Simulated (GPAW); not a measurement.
The system is Pt.

```
Pt
1.0
     0.00000    1.96090    1.96090
     1.96090    0.00000    1.96090
     1.96090    1.96090    0.00000
Pt
1
Direct
  0.00000 0.00000 0.00000
```

Base run:

```yaml
Program: GPAW 26.7.0
Functional: PBEsol
Potentials_or_basis: PAW data sets generated in the run's folder for this functional
Cutoff: 600 eV
Basis: pw
k_mesh: 12 × 12 × 12
Occupations: fermi-dirac, width 0.05 eV
Spin: no spin polarisation
Hubbard_terms: Pt d U = 2 eV
```

Its results: band gap on the k mesh none (metal or under the smearing width); pressure -4.6 GPa.

Question: After a change of settings the same cell gave: band gap on the k mesh none (metal or under the smearing width); pressure -8.0 GPa. Which change was it?
A. hubbard terms from Pt d U = 2 eV to none
B. hubbard terms from Pt d U = 2 eV to Pt d U = 5 eV
C. hubbard terms from Pt d U = 2 eV to Pt d U = 4 eV

Answer: C.

Caveats: U without spin polarisation on a metal has little footing; the U is typed as a test and isn't derived for this compound.

Runs at the PBE level aren't shown here.
